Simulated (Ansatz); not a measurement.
The cell is a measured one (Crystallography Open Database entry 4320809); the temperature and pressure of the measurement aren't taken into account, and nothing was relaxed. It was measured hot, at 423 K. The listed cell was then made from it by scaling, straining or moving an atom.

NaCl: DFT, PBE, PAW with Ansatz's default frozen-core files, scalar-relativistic (Ansatz 0.2.0). What sets it apart from a plain run of this crystal: atom 2 (Cl) moved by (0.0289, 0.0289, 0.0289) Å.

Command: `ansatz run input.yaml --threads 1 --pin off --max-ram 2048MiB --backend cpu --events-out ev --progress --plain --runs-dir out` The run took 1.7 s on 1 thread of Intel(R) Xeon(R) 6975P-C (Granite Rapids) (shared host), peak memory 0.37 GiB.

```yaml
crystal:
  lattice:
    - [0.0, 2.83175, 2.83175]
    - [2.83175, 0.0, 2.83175]
    - [2.83175, 2.83175, 0.0]
  atoms:
    - { symbol: Na, position: [0.0, 0.0, 0.0] }
    - { symbol: Cl, position: [0.5050972014, 0.5050972014, 0.5050972014] }
kpoints:
  mp_grid: { grid: [7, 7, 7] }
scf:
  occupations: { method: fermi_dirac, width: 0.03 }
hamiltonian:
  xc: pbe
  pseudopotentials: { kind: paw }
output:
  forces: true
  stress: true
  eigenvalues: true
  efg: { contact_densities: true }
```

Output (standing set-up lines are left out):

```
Symmetry: 6 space group operations
Space group: R3m (ITA 160), of the structure as read, at distance tolerance 3.6e-5 Å
k-points: 44 of 343 (time reversal used)
SCF iter   1: F=—  HF=-2569.552520 eV  |F-HF|=—  |Δ(HF+E_count)|=         —  Δρ=9.26e-4  dr2=5.58e-4  ethr=1.77e-3  ⟨swp⟩=6.0  Hψ=3097  notcnv=0
preconditioner: auto → none  [insulator: Δε(μ)=5.058 eV  Ē_g=20.893 eV  σ=0.030 eV  W_gap=1.00  n_scr=14 (ndim 8)  ℏωp=20.6 eV  f_vac=0.034  D(μ)=0.00/eV (n_scr^D=0)  ε∞_Penn≈2.0]
SCF iter   2: F=—  HF=-2569.552625 eV  |F-HF|=—  |Δ(HF+E_count)|=   1.05e-4  Δρ=1.05e-3  dr2=7.63e-4  ethr=3.49e-6  ⟨swp⟩=2.0  Hψ=1204  notcnv=0
SCF iter   3: F=—  HF=-2569.552421 eV  |F-HF|=—  |Δ(HF+E_count)|=   2.03e-4  Δρ=5.19e-4  dr2=1.94e-4  ethr=3.49e-6  ⟨swp⟩=2.0  Hψ=600  notcnv=0
SCF iter   4: F=—  HF=-2569.552364 eV  |F-HF|=—  |Δ(HF+E_count)|=   5.79e-5  Δρ=1.94e-4  dr2=2.77e-5  ethr=1.21e-6  ⟨swp⟩=2.2  Hψ=627  notcnv=0
SCF iter   5: F=—  HF=-2569.552392 eV  |F-HF|=—  |Δ(HF+E_count)|=   2.84e-5  Δρ=5.15e-5  dr2=1.94e-6  ethr=1.73e-7  ⟨swp⟩=2.0  Hψ=669  notcnv=0
SCF iter   6: F=—  HF=-2569.552391 eV  |F-HF|=—  |Δ(HF+E_count)|=   4.95e-7  Δρ=2.00e-5  dr2=2.93e-7  ethr=1.21e-8  ⟨swp⟩=2.2  Hψ=644  notcnv=0
SCF iter   7: F=-2569.552391 eV  HF=-2569.552391 eV  |F-HF|=3.28e-8  |Δ(HF+E_count)|=   8.06e-8  Δρ=7.87e-6  dr2=4.50e-8  ethr=6.25e-10  ⟨swp⟩=4.0  Hψ=1569  notcnv=0
SCF 1 converged in 7 iterations: F = -2569.552391 eV  dr2 = 4.50e-8
  greatest PAW one-centre occupation: 0.999 electrons in one spin orbital (limit 2), on the Na atom at site 0 (counted from 0), in its partial waves of l = 0
SCF converged after 7 iterations
Free energy (F): -2569.552391 eV
Harris-Foulkes:  -2569.552391 eV  (|F-HF|=3.28e-8)
Internal energy: -2569.552391 eV  (E = F + TS)
E sigma→0 (E₀):  -2569.552391 eV
Fermi energy:    3.569460 eV
--- Per-component energies (eV) ---
  E_band       = -236.204375
  E_kinetic    = 282.978650
  E_local      = -1536.039523  (includes V_loc(G=0)·N_el)
  E_nonlocal   = 143.556561
  E_hartree    = 541.699042
  E_xc         = -147.041768
  E_vxc        = -173.316611  (∫ρ·V_xc dr)
  E_paw        = -922.540752  (= ΣΔE_a)
  E_vpaw       = -36.784849  (= ΣTr[D̂ρ^β])
  E_aug_tail   = 0.000068  (compensation charges beyond the density's cutoff)
  E_ewald      = -932.164669
  E_smearing   = -0.000000  (= −TS)
  E_closure    = 0.000000  (closes the sum)
  Σ components = -2569.552391   (vs F -2569.552391, Δ=0.00e0)
--- Forces (eV/Å), atoms counted from 1 ---
  atom   1  Na     0.03700724     0.03700724     0.03700724
  atom   2  Cl    -0.03701079    -0.03701079    -0.03701079
  max |Σ_I F_I| component: 3.54e-6 eV/Å
--- Stress (GPa, compression-positive) ---
        0.446699      -0.006376      -0.006376
       -0.006376       0.446699      -0.006376
       -0.006376      -0.006376       0.446699
  P = ⅓ Tr σ = 0.4467 GPa (4.467 kbar)
--- PAW observables at the nuclei: V_zz in 10²¹ V/m², potentials from the cell's mean, atoms counted from 1 ---
  atom   1  Na V_zz =    +0.006843   η = 0.0000   by run symmetry: allowed
            electrostatic potential = -975.131060 V   contact ρ = 5904.218060 e/Å³
  atom   2  Cl V_zz =    -0.001853   η = 0.0000   by run symmetry: allowed
            electrostatic potential = -1772.559982 V   contact ρ = 24093.003369 e/Å³
--- Band table (eV; the first three rows and the last of 44) ---
  k-point 0: bands = ["-47.9217", "-19.8326", "-19.8324", "-19.8324", "-11.6181", "1.0098", "1.0098", "1.0109", "6.0705", "12.0322", "12.0322", "12.0355"]
  k-point 1: bands = ["-47.9216", "-19.8376", "-19.8329", "-19.8328", "-11.5602", "0.5553", "0.9592", "0.9603", "6.6906", "11.4042", "12.2578", "12.2605"]
  k-point 2: bands = ["-47.9213", "-19.8493", "-19.8338", "-19.8336", "-11.4259", "-0.2583", "0.8499", "0.8511", "7.7719", "10.9294", "12.2172", "12.2199"]
  k-point 43: bands = ["-47.9210", "-19.8573", "-19.8374", "-19.8350", "-11.2831", "-0.7428", "0.4883", "0.7097", "8.7522", "10.9708", "11.4842", "12.2255"]
```
